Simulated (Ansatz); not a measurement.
A trial structure of Be was built thus: random cell by space group and Wyckoff sites (P4/nmm, No. 129). Its size is a rough estimate.

```cif
data_structure
_symmetry_space_group_name_H-M 'P 1'
_symmetry_Int_Tables_number 1
_cell_length_a 2.6472
_cell_length_b 2.6472
_cell_length_c 2.4424
_cell_angle_alpha 90.000
_cell_angle_beta 90.000
_cell_angle_gamma 90.000
_cell_volume 17.11
loop_
_atom_site_label
_atom_site_type_symbol
_atom_site_fract_x
_atom_site_fract_y
_atom_site_fract_z
_atom_site_occupancy
Be1 Be 0.50000 0.00000 0.46885 1
Be2 Be 0.00000 0.50000 0.53115 1
```

These are results of DFT PBE, scalar-relativistic, plane waves, PAW in Ansatz 0.2.0, not measurements. Cutoff 420 eV, Gaussian smearing, Γ-centred meshes. Cell and atoms relax first on a coarse mesh and then on a finer one. In between, the cell is made exact in the group found at 0.06 Å. In metals the finer mesh still leaves noise of several meV/atom or more. The steps can't lower the symmetry of their start. No spin polarisation.

A guess keeps its type if space group and coordination stay and the shape of the cell changes little (axis ratios within about 15 %, angles within 6°); the volume may change.

Q: Will the relaxed cell still be of the starting type?

A: It doesn't keep its type. The symmetry goes from P4/nmm (No. 129) to Im-3m (No. 229), and the primitive cell from 2 to 1 atom. The end has the bcc type. The volume per atom shrinks by 8.7 %, from 8.6 to 7.8 Å³. The shortest distance goes from 1.88 Å (Be–Be) to 2.17 Å (Be–Be). Counting neighbours within 15 % of an atom's shortest distance, the start has Be 4 and the end Be 8. In detail, at the end around Be lie 8 Be at 2.17 Å and 6 Be at 2.50 Å.

Space group Im-3m (No. 229). a = 2.500 Å, b = 2.500 Å, c = 2.500 Å, α = 90.00°, β = 90.00°, γ = 90.00°
| atom | site | symmetry | x | y | z |
| --- | --- | --- | --- | --- | --- |
| Be | 2a | m-3m | 0.0000 | 0.0000 | 0.0000 |

The last run used a 30×30×30 mesh for its 1-atom cell and Gaussian smearing of 0.10 eV. Symmetry constrained the relaxation, so the result can be a saddle point. Another cell of Be relaxed alike, in Fd-3m, lies 37 meV/atom lower, so this cell isn't the stable form at this level.
